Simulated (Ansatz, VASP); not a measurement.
Two plane-wave programs on PbSe

```
Pb Se
1.0
     4.18631    0.00000    0.00000
    -2.09315    3.62545    0.00000
     0.00000    0.00000    7.40080
Pb Se
2 2
Cartesian
  0.0000 0.0000 0.0000
  0.0000 0.0000 3.7004
  0.0000 2.4170 1.8502
  2.0932 1.2085 5.5506
```

Alike in both runs: task single point; functional r2SCAN; k mesh 6 × 6 × 4; occupations fermi-dirac, width 0.02 eV; no spin polarisation.

```csv
,VASP,Ansatz
version,VASP 6.6.1,Ansatz 0.2.0
potentials or method,"VASP PAW PBE potentials, release 64 (Pb_d, Se)","plane waves, PAW"
plane-wave cutoff (eV),520,500
valence electrons in the cell,40,60
```

```tsv
	VASP	Ansatz	Ansatz less VASP
pressure (GPa)	3.5	3.5	-0.02
largest component of the traceless stress (GPa)	0.53	0.53	-0.003
```

The two sets of potentials don't hold the same shells in valence.

Caveats: the PAW data sets were made with another functional, which shifts forces and pressure a little (VASP). The runs have no spin-orbit coupling, so splittings on Pb are missing.
